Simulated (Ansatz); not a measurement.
Set up this calculation in Ansatz 0.2.0, as the native input.

```
Task                  : relaxation of cell and atoms
Functional            : PBE
Potentials or basis   : Ansatz PAW
Cutoff                : 420 eV (not typed: the program's choice for these potentials)
k mesh                : 8 × 8 × 6
Occupations           : fermi-dirac, width 0.05 eV
Spin                  : no spin polarisation
Target pressure       : 20 GPa
Target pressure (GPa) : 20
```

Crystal: P.

```xyz
4
Lattice="1.6477 -5.4650 0.0000 1.6477 5.4650 0.0000 0.0000 0.0000 4.5436" Properties=species:S:1:pos:R:3 pbc="T T T"
P     1.6477   -4.4173    2.6754
P     1.6477    4.4173    1.8683
P     1.6477   -1.0477    0.4035
P     1.6477    1.0477    4.1401
```

The input as run:

input.yaml

```yaml
crystal:
  lattice:
    - [1.6477431241, -5.4650377251, 0.0]
    - [1.6477431241, 5.4650377251, 0.0]
    - [0.0, 0.0, 4.54363559]
  atoms:
    - { symbol: P, position: [0.90414313, 0.09585687, 0.58881517] }
    - { symbol: P, position: [0.09585687, 0.90414313, 0.41118483] }
    - { symbol: P, position: [0.59585687, 0.40414313, 0.08881517] }
    - { symbol: P, position: [0.40414313, 0.59585687, 0.91118483] }
hamiltonian:
  xc: pbe
  pseudopotentials: { kind: paw }
kpoints:
  mp_grid: { grid: [8, 8, 6] }
scf:
  occupations: { method: fermi_dirac, width: 0.05 }
output:
  forces: true
  stress: true
  eigenvalues: true
relax:
  f_tol: 0.01
  max_steps: 40
  cell: { stress_tol: 0.05, p_target: 20.0 }
```

Potentials or basis: Ansatz PAW.

Command:

```sh
$ ansatz run input.yaml --threads 2 --pin off --max-ram 5632MiB --backend cpu --events-out ev --progress --plain --runs-dir out
```

Results of the run:

| Property | Result |
| --- | --- |
| Relaxed volume | 13.64 Å³/atom |
| Relaxed cell | a = 4.977 Å, b = 4.977 Å, c = 3.506 Å, α = 90.00°, β = 90.00°, γ = 141.08° |
| Space group after relaxing (to 0.05 Å) | Cmce (No. 64) |
| Energy change on relaxing (the enthalpy is what falls) | +265.6 meV/atom |
| Ionic steps | 16 |
| Pressure after relaxing | 20.0 GPa |
| Band gap on the k mesh | none (metal or under the smearing width) |

Caveat: the volume moved by over 15 % at a fixed basis, so the end points are rough; the plane-wave basis is chosen anew once the cell has moved, so the energies of steps on either side of that aren't comparable.

Wall time 42 s on 2 threads of Arm Neoverse V2, on a shared host, peak memory 0.41 GiB.
